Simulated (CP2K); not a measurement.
The system is TiO2 (Anatase).

```
CELL_PARAMETERS angstrom
5.45820 0.00000 0.00000
2.83460 4.66444 0.00000
-4.14640 -2.33222 2.67583
ATOMIC_POSITIONS crystal
Ti 0.75000 0.25000 0.50000
Ti 0.00000 0.00000 0.00000
O 0.79190 0.79190 0.00000
O 0.54190 0.04190 0.50000
O 0.95810 0.45810 0.50000
O 0.20810 0.20810 0.00000
```

Base run:

| Property | Result |
| --- | --- |
| Program | CP2K 2026.2 |
| Functional | PBE |
| Potentials or basis | GTH_POTENTIALS Ti GTH-PBE-q12, O GTH-PBE-q6; DZVP-MOLOPT-SR-GTH basis |
| Density cutoff | 8163 eV |
| k mesh | 8 × 8 × 8 |
| Occupations | fermi-dirac, width 0.05 eV |
| Spin | no spin polarisation |
| Hubbard terms | Ti d U = 2.0 eV |

Its results: band gap on the k mesh 2.29 eV, indirect (least direct gap 2.62 eV); largest force 0.063 eV/Å.

Q: The run is repeated on the same cell with these changes: hubbard terms from Ti d U = 2.0 eV to Ti d U = 4.0 eV. What comes out?

A: Band gap on the k mesh 2.54 eV, indirect (least direct gap 2.88 eV); largest force 0.028 eV/Å.

Caveats: this program's U acts on Mulliken populations of all basis functions of the shell, so it isn't the U of plane-wave codes; energies scatter by some meV and the pressure isn't listed; the basis of atomic orbitals isn't converged, which shifts pressures, moduli and gaps.

A k mesh can miss the band edges.
